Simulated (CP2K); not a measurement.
**Cu in CP2K: convergence with ngrids**

Input of the first run (ngrids 3); the others differ in this setting and in those tied to it:

The input cu_converge.inp:

```
&GLOBAL
  PROJECT cu_converge
  RUN_TYPE ENERGY_FORCE
  PRINT_LEVEL LOW
&END GLOBAL
&FORCE_EVAL
  METHOD QS
  STRESS_TENSOR ANALYTICAL
  &DFT
    BASIS_SET_FILE_NAME BASIS_MOLOPT_UZH
    POTENTIAL_FILE_NAME GTH_POTENTIALS
    &MGRID
      CUTOFF 450
      REL_CUTOFF 60
      NGRIDS 3
    &END MGRID
    &QS
      METHOD GPW
      EPS_DEFAULT 1.0E-10
    &END QS
    &KPOINTS
      SCHEME MONKHORST-PACK 10 10 10
      GAMMA_CENTERED T
      SYMMETRY T
      SYMMETRY_BACKEND SPGLIB
    &END KPOINTS
    &SCF
      SCF_GUESS ATOMIC
      EPS_SCF 1.0E-6
      MAX_SCF 100
      ADDED_MOS 11
      CHOLESKY OFF
      EPS_EIGVAL 1.0E-7
      &DIAGONALIZATION ON
        ALGORITHM STANDARD
      &END DIAGONALIZATION
      &MIXING ON
        METHOD BROYDEN_MIXING
        ALPHA 0.4
        BETA 1.5
        NBUFFER 8
      &END MIXING
      &SMEAR ON
        METHOD FERMI_DIRAC
        ELECTRONIC_TEMPERATURE [K] 300.557
      &END SMEAR
    &END SCF
    &XC
      &XC_FUNCTIONAL
        &LDA_X
        &END LDA_X
        &LDA_C_PW
        &END LDA_C_PW
      &END XC_FUNCTIONAL
    &END XC
    &PRINT
      &KPOINTS ON
      &END KPOINTS
      &MULLIKEN ON
      &END MULLIKEN
      &MO ON
        ENERGIES T
        OCCUPATION_NUMBERS T
        &EACH
          QS_SCF 0
        &END EACH
        ADD_LAST NUMERIC
      &END MO
    &END PRINT
  &END DFT
  &SUBSYS
    &CELL
      A 2.5251154420 0.0000000000 0.0000000000
      B 1.2082408353 2.2135045774 0.0000000000
      C 1.1951133890 0.7930575067 2.1130179512
      PERIODIC XYZ
    &END CELL
    &COORD
      SCALED
      Cu  0.0230460000 -0.0292680000 0.0009060000
    &END COORD
    &KIND Cu
      BASIS_SET TZVP-MOLOPT-PBE-GTH-q11
      POTENTIAL GTH-PADE-q11
    &END KIND
    &PRINT
      &ATOMIC_COORDINATES ON
      &END ATOMIC_COORDINATES
      &CELL ON
      &END CELL
      &SYMMETRY ON
      &END SYMMETRY
    &END PRINT
  &END SUBSYS
  &PRINT
    &FORCES ON
    &END FORCES
    &STRESS_TENSOR ON
    &END STRESS_TENSOR
  &END PRINT
&END FORCE_EVAL
```

Potentials or basis: GTH_POTENTIALS Cu GTH-PADE-q11; TZVP-MOLOPT-PBE-GTH basis.

Command:

```bash
$ OMP_NUM_THREADS=1 cp2k.psmp -i cu_converge.inp -o cu_converge.out
```

The cell isn't the ideal one: cell strained at random at fixed volume.

Hardware: 1 thread of Arm Neoverse V1, on a shared host.

| ngrids | energy less the tightest run, at zero smearing (meV/atom) | SCF cycles | CPU time (s) | peak memory (GiB) |
| --- | --- | --- | --- | --- |
| 1 | timed out after 510 s | - | - | - |
| 2 | timed out after 510 s | - | - | - |
| 3 | 0.00 | 12 | 370 | 0.4 |
| 4 | 0.00 | 12 | 300 | 0.4 |
| 5 | 0.00 | 12 | 300 | 0.4 |
| 6 | 0.00 | 12 | 300 | 0.4 |

Against the tightest run, the energy stays within 1 meV/atom from 3 on. The tightest run that finished is the yardstick and may itself not be fully converged.
